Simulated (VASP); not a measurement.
**A VASP 6.6.1 single-point calculation on GaN**

INCAR

```
IBRION = -1
NSW = 0
LWAVE = .FALSE.
ISMEAR = -1
ENCUT = 520
LCHARG = .FALSE.
LREAL = .FALSE.
EDIFF = 1E-7
ALGO = Fast
LASPH = .FALSE.
GGA = PE
PREC = Accurate
NBANDS = 16
NELM = 55
ISIF = 2
SIGMA = 0.02
```

KPOINTS

```
KPOINTS created by Atomic Simulation Environment
0
Gamma
5 5 5
0 0 0
```

POSCAR

```
Ga N
 1.0000000000000000
     0.0000000000000000    2.1085152378999998    2.1085152378999998
     1.9826368781999999    0.0000000000000000    2.1085152378999998
     1.9826368781999999    2.1085152378999998    0.0000000000000000
 Ga  N
   1   1
Cartesian
  0.0000000000000000  0.0000000000000000  0.0000000000000000
  1.9826368781999999  2.1085152378999998  2.1085152378999998
```

The recommended PBE PAW datasets give the neutral cell 18 valence electrons.

Command

```
mpirun -np 1 vasp_std
```

OSZICAR

```
N       E                     dE             d eps       ncg     rms          rms(c)
DAV:   1     0.801122390882E+02    0.80112E+02   -0.89909E+03   648   0.219E+03
DAV:   2    -0.832499532380E+01   -0.88437E+02   -0.82237E+02   656   0.333E+02
DAV:   3    -0.129104360274E+02   -0.45854E+01   -0.45706E+01   688   0.656E+01
DAV:   4    -0.129466397257E+02   -0.36204E-01   -0.36201E-01   720   0.616E+00
DAV:   5    -0.129470670794E+02   -0.42735E-03   -0.42735E-03   672   0.607E-01    0.765E+00
RMM:   6    -0.110126247526E+02    0.19344E+01   -0.22090E+00   794   0.103E+01    0.229E+00
RMM:   7    -0.109969762313E+02    0.15649E-01   -0.23120E-01   762   0.410E+00    0.160E+00
RMM:   8    -0.109830286841E+02    0.13948E-01   -0.23257E-02   839   0.182E+00    0.211E-01
RMM:   9    -0.109823071967E+02    0.72149E-03   -0.41986E-03   890   0.580E-01    0.615E-02
RMM:  10    -0.109823821623E+02   -0.74966E-04   -0.44633E-04   885   0.210E-01    0.188E-02
RMM:  11    -0.109823781139E+02    0.40484E-05   -0.70623E-05   890   0.736E-02    0.792E-03
RMM:  12    -0.109823790375E+02   -0.92355E-06   -0.14505E-05   866   0.290E-02    0.137E-03
RMM:  13    -0.109823788391E+02    0.19840E-06   -0.10231E-06   754   0.100E-02    0.309E-04
RMM:  14    -0.109823788537E+02   -0.14650E-07   -0.18263E-07   538   0.434E-03
   1 F= -.10982379E+02 E0= -.10982379E+02  d E =-.145772E-11
```

From OUTCAR

```
k-points           NKPTS =     18   k-points in BZ     NKDIM =     18   number of bands    NBANDS=     16

   NELECT =      18.0000    total number of electrons

   dimension x,y,z NGX =    24 NGY =   24 NGZ =   24
   dimension x,y,z NGXF=    48 NGYF=   48 NGZF=   48

  energy-cutoff  :      520.00
  volume of cell :       17.63
      direct lattice vectors                 reciprocal lattice vectors
     0.000000000  2.108515238  2.108515238    -0.252189398  0.237133691  0.237133691
     1.982636878  0.000000000  2.108515238     0.252189398 -0.237133691  0.237133691
     1.982636878  2.108515238  0.000000000     0.252189398  0.237133691 -0.237133691

 k-points in reciprocal lattice and weights: KPOINTS created by Atomic Simulation Env
   0.00000000  0.00000000  0.00000000       0.008
   0.20000000  0.00000000  0.00000000       0.064
   0.40000000  0.00000000  0.00000000       0.064
   0.20000000  0.20000000  0.00000000       0.032
   0.40000000  0.20000000  0.00000000       0.128
  -0.40000000  0.20000000 -0.00000000       0.128
  -0.20000000  0.20000000  0.00000000       0.064
   0.40000000  0.40000000  0.00000000       0.032
   ...

 E-fermi :   9.3141

 k-point     1 :       0.0000    0.0000    0.0000
  band No.  band energies     occupation
      1      -9.2475      2.00000
      2      -5.2242      2.00000
      3      -5.2242      2.00000
      4      -5.1856      2.00000
      5      -5.1415      2.00000
      6      -5.0380      2.00000
      7       7.7962      2.00000
      8       8.4009      2.00000
      9       8.4009      2.00000
     10      11.8780      0.00000
     11      23.8058      0.00000
     12      23.8058      0.00000
     13      24.2768      0.00000
     14      24.7247      0.00000
     15      24.7248      0.00000
     16      25.1670      0.00000

 k-point     2 :       0.2000    0.0000    0.0000
  band No.  band energies     occupation
      1      -8.4315      2.00000
      2      -5.2612      2.00000
      3      -5.2544      2.00000
      4      -5.1962      2.00000
      5      -5.0988      2.00000
      6      -5.0811      2.00000
      7       4.9543      2.00000
      8       8.2702      2.00000
      9       8.3980      2.00000
     10      13.9670      0.00000
     11      19.2965      0.00000
     12      20.7667      0.00000
     13      22.3819      0.00000
     14      24.9687      0.00000
     15      26.3833      0.00000
     16      26.8228      0.00000

 k-point     3 :       0.4000    0.0000    0.0000
  band No.  band energies     occupation
      1      -6.4488      2.00000
      2      -5.4054      2.00000
      3      -5.3897      2.00000
      4      -5.3450      2.00000
      5      -4.9843      2.00000
      6      -4.9387      2.00000
      7       0.9677      2.00000
      8       8.4553      2.00000
      9       8.7026      2.00000
     10      13.8914      0.00000
     11      18.0183      0.00000
     12      18.8749      0.00000
     13      19.7152      0.00000
     14      25.4860      0.00000
     15      30.7525      0.00000
     16      30.9351      0.00000

 ...

  Total        4.4875400      2.3970438      2.3970438      0.0000000      0.0000000      0.0000000
  in kB      407.8422878    217.8511630    217.8511630      0.0000000      0.0000000      0.0000000
  external PRESSURE =     281.1815379 kB  Pullay stress =       0.0000000 kB

 POSITION                                       TOTAL-FORCE (eV/Angst)
 -----------------------------------------------------------------------------------
      0.00000      0.00000      0.00000         0.000000      0.000000      0.000000
      1.98264      2.10852      2.10852         0.000000     -0.000000      0.000000
 -----------------------------------------------------------------------------------
    total drift:                                0.000000     -0.000000     -0.000000

  FREE ENERGIE OF THE ION-ELECTRON SYSTEM (eV)
  ---------------------------------------------------
  free  energy   TOTEN  =       -10.9823788537 eV

  energy  without entropy=      -10.9823788537  energy(sigma->0) =      -10.98237885
```

It converged. Results: gap between bands v and c on the k mesh 1.58 eV; least direct gap on the k mesh 3.48 eV; pressure 28.1 GPa. Band v is the last that the valence electrons fill when counted band by band, and c is the next.

These settings aren't sound, so the numbers aren't properties of the crystal.

On sound settings PBE gives a gap of 0.65 eV on its mesh and a pressure of 28.4 GPa for the intended cell.

The run took about 8.5 s on one core of a shared host (Intel Xeon Platinum 8488C) and held 0.14 GiB at most.
